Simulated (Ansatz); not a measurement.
Crystal: BaTiO3.

```
Ba Ti O
1.0
    -2.82767   -1.63255   -2.31773
     2.82767   -4.89766    0.00000
    -2.82767   -1.63255    4.63546
Ba Ti O
2 2 6
Cartesian
  0.0173 -6.4883 4.4750
  -2.8449 -4.9396 0.1605
  -0.0507 -6.4912 1.1667
  0.0507 -3.3041 -0.9720
  -2.9184 -3.1975 2.1689
  0.0907 -4.8993 -0.0148
  -1.2876 -5.6890 2.2893
  -1.4829 -2.5067 -0.1352
  -4.0760 -2.5422 -0.0739
  1.1912 -2.3885 -0.0897
```

| Property | Result |
| --- | --- |
| Program | Ansatz 0.2.0 |
| Task | relaxation of cell and atoms |
| Functional | PBEsol |
| Dispersion | D3(BJ) |
| Potentials or basis | Ansatz PAW |
| Cutoff | 420 eV (not typed: the program's choice for these potentials) |
| k mesh | 7 × 5 × 5 |
| Occupations | fermi-dirac, width 0.05 eV |
| Spin | no spin polarisation |

At the start: volume 12.84 Å³/atom.

Problem. Where does the relaxation end?

Solution. It ends after 9 steps and the volume is 12.35 Å³/atom (-3.8 %); space group R3m (No. 160, to 0.05 Å).

The path:
| step | energy change (eV) | largest force (eV/Å) | volume (Å³) |
| --- | --- | --- | --- |
| 1 | 0.0000 | 3.1413 | 128.39 |
| 2 | -0.6854 | 1.9367 | 126.54 |
| 3 | -1.0082 | 0.1179 | 124.29 |
| 4 | -1.0151 | 0.0831 | 124.02 |
| 5 | -1.0196 | 0.0731 | 123.88 |
| 6 | -1.0219 | 0.0032 | 123.70 |
| 7 | -1.0077 | 0.0032 | 123.70 |
| 8 | -1.0086 | 0.0009 | 123.51 |
| 9 | -1.0079 | 0.0009 | 123.51 |

Final structure:
```
Ba Ti O
1.0
    -2.79614   -1.61435   -2.27932
     2.79356   -4.83853   -0.00003
    -2.79974   -1.61638    4.56446
Ba Ti O
2 2 6
Direct
  0.00836 0.00000 0.99992
  0.00837 0.49999 0.49993
  0.51673 0.99999 0.50841
  0.51672 0.49999 0.00841
  0.49994 0.24817 0.73951
  0.49993 0.74817 0.23952
  0.49994 0.75185 0.73951
  0.49994 0.25184 0.23951
  0.99634 0.00000 0.49134
  0.99633 0.50000 0.99133
```

Caveat: the plane-wave basis is chosen anew once the cell has moved, so the energies of steps on either side of that aren't comparable; the pressure holds a Pulay correction of +0.6 GPa for the finite cutoff; the PAW data sets come from PBE, with cores solved anew for the run's functional, which leaves a small shift of forces and pressure.
